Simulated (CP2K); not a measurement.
# MgSe: equation of state with PBE

MgSe:

```xyz
2
Lattice="3.8544 0.0000 0.0000 1.9272 3.3380 0.0000 1.9272 1.1127 3.1471" Properties=species:S:1:pos:R:3 pbc="T T T"
Se    3.8544    2.2254    1.5736
Mg    0.0000    0.0000    0.0000
```

| Item | Value |
| --- | --- |
| Program | CP2K 2026.2 |
| Task | equation of state |
| Functional | PBE |
| Potentials or basis | POTENTIAL_UZH Se GTH-PBE-q6, Mg GTH-PBE-q10; TZVP-MOLOPT-PBE-GTH basis |
| Density cutoff | 19048 eV |
| k mesh | 8 × 8 × 8 |
| Occupations | fermi-dirac, width 0.05 eV |
| Spin | no spin polarisation |

```yaml
Equilibrium_volume: "21.48 Å³/atom (rough: see the caveat)"
Bulk_modulus: 58 GPa (rough)
```

Energy against volume, from the lowest point:
```
volume (Å³/atom)  energy (meV/atom)
          19.031              62.13
          19.436              41.78
          19.841              25.96
          20.246              14.24
          20.651               6.23
          21.056               1.59
          21.461               0.00
```

All runs of the series together: 2.8 min on 1 thread of Arm Neoverse V1, with other jobs on the host.

Caveat: the minimum lies outside the volumes run; the basis of atomic orbitals isn't converged, which shifts pressures, moduli and gaps.
